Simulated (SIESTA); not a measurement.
Bi:

```
Bi
1.0
     3.23838    0.00000    0.00000
     0.00000    3.22164    0.00000
    -0.08045    0.00000    6.44389
Bi
2
Direct
  0.54425 0.00000 0.74958
  0.45575 0.00000 0.25042
```

This isn't the form of Bi at room conditions, which is rhombohedral.

| Quantity | Value |
| --- | --- |
| Program | SIESTA 5.4.2 |
| Task | single point |
| Functional | PBEsol |
| Potentials or basis | PseudoDojo 0.4 standard (PBEsol files) |
| Basis | DZP (energy shift 0.003 Ry; two zetas on semicore shells) |
| Grid cutoff | 500 Ry |
| Energy shift | 0.003 Ry |
| k mesh | 8 × 8 × 4 |
| Occupations | fermi-dirac, width 0.05 eV |
| Spin | no spin polarisation |

On this cell: pressure -0.1 GPa; largest force 0.026 eV/Å; band gap on the k mesh none (metal or under the smearing width).

The same run follows on a disturbed copy (atoms moved at random, drawn with an rms of 0.05 Å):

```
Bi
1.0
     3.23838    0.00000    0.00000
     0.00000    3.22164    0.00000
    -0.08045    0.00000    6.44389
Bi
2
Cartesian
  1.7380 0.0023 4.8347
  1.4650 0.0410 1.5556
```

Problem. What changes?

Solution. The energy (extrapolated to zero smearing) moves by +0.2 meV/atom; pressure 0.0 GPa; largest force 0.074 eV/Å; band gap on the k mesh none (metal or under the smearing width).

Forces on the atoms (eV/Å):
```
Bi   0.019 -0.002 -0.071
Bi  -0.018  0.002  0.071
```

Stress tensor (GPa, compression positive):
```
-0.07  0.01  0.02
 0.01  0.50 -0.01
 0.02 -0.01 -0.45
```

Caveats: spin-orbit coupling is left out, which moves the levels of the heavy elements; the basis of atomic orbitals isn't converged, which shifts pressures, moduli and gaps.
